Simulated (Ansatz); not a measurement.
# Band structure of Li

```
Li
1.0
     0.00000    2.16142    2.16142
     2.16142    0.00000    2.16142
     2.16142    2.16142    0.00000
Li
1
Direct
  0.00000 0.00000 0.00000
```

The cell was built from the fcc type and relaxed in the same program, and has space group Fm-3m; it needn't be a known or the stable phase.

The calculation used DFT, PBE, all-electron LAPW, scalar-relativistic (Ansatz 0.2.0).

Settings: a Γ-centred 17×17×17 k mesh, Fermi–Dirac smearing of 0.08 eV, basis error target 0.5 meV/atom, no spin polarisation.

Points in fractions of the reciprocal vectors of this cell: Γ (0, 0, 0), X (0.5, 0, 0.5), U (0.625, 0.25, 0.625), K (0.375, 0.375, 0.75), L (0.5, 0.5, 0.5), W (0.5, 0.25, 0.75). The path joins them by straight lines in the order Γ–X–U–K–Γ–L–W–X; legs that retrace an earlier one aren't tabulated. Energies are in eV from the Fermi level.

Problem. Is there a gap?

Solution. none: with an odd electron count and no spin polarisation the bands can't all be full, a metal in this set-up (spin order or a larger cell could open a gap).

Problem. List the levels between -8 and 6 eV at the symmetry points.

Solution. 
Γ: -3.56
X: 1.55, 4.72
U: 2.53, 3.07
K: 2.53, 3.07
L: 0.00, 2.93
W: 3.52 (×2), 4.41
